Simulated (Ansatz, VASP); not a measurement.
# Ni in VASP and in Ansatz

INCAR

```
SYSTEM = Ni
PREC = Accurate ; ENCUT = 520
EDIFF = 1E-6 ; ISMEAR = -1
SIGMA = 0.1 ; LREAL = .False.
LASPH = .True. ; NELM = 100
ALGO = Normal ; ISIF = 2
LWAVE = .False. ; LCHARG = .False.
GGA = PE ; NBANDS = 17
```

KPOINTS

```
Automatic mesh
0
Gamma
  8 8 5
  0 0 0
```

The input POSCAR:

```
Ni
1.0
    1.2790130000      2.2153140000      0.0000000000
   -1.2790130000      2.2153140000      0.0000000000
    0.0000000000      0.0000000000      4.0054760000
Ni
2
Direct
    0.3333300000      0.3333400000      0.2500000000
    0.6666600000      0.6666700000      0.7500000000
```

Input for Ansatz:

```yaml
crystal:
  lattice:
    - [1.279013, 2.215314, 0.0]
    - [-1.279013, 2.215314, 0.0]
    - [0.0, 0.0, 4.005476]
  atoms:
    - { symbol: Ni, position: [0.33333, 0.33334, 0.25] }
    - { symbol: Ni, position: [0.66666, 0.66667, 0.75] }
  symmetry: { tolerance: 0.0003 }
kpoints:
  mp_grid: { grid: [8, 8, 5], shift: [0, 0, 0] }
magnetization:
  spin_polarized: false
scf:
  occupations: { method: fermi_dirac }
hamiltonian:
  pseudopotentials: { kind: paw }
  xc: pbe
basis:
  ecutwfc: 420
output:
  forces: true
  stress: true
  eigenvalues: true
accuracy: high
```

The cell was built by a generator and needn't be a form met in nature.

Alike in both runs: task single point; functional PBE; k mesh 8 × 8 × 5; no spin polarisation.

|  | VASP | Ansatz |
| --- | --- | --- |
| version | VASP 6.6.1 | Ansatz 0.2.0 |
| potentials or method | VASP PAW PBE potentials, release 64 (Ni) | PAW plane waves |
| plane-wave cutoff (eV) | 520 | 420 |
| occupations | fermi-dirac, width 0.1 eV | fermi-dirac |
| valence electrons in the cell | 20 | 36 |

```tsv
	VASP	Ansatz	Ansatz less VASP
gap on the k mesh at the Fermi level (eV)	none	none	-
pressure (GPa)	-6.7	-6.8	-0.10
largest component of the traceless stress (GPa)	4.81	4.96	+0.145
```

A gap of «none» marks a metal or a gap that the smearing closes. The two sets of potentials don't hold the same shells in valence. Ansatz warned: «structure_snapped_to_symmetry».

Caveats: the run has no spin polarisation, though such a crystal can be magnetic. Spin polarisation is off, so any magnetic state and its effect on volume and gap are missing.
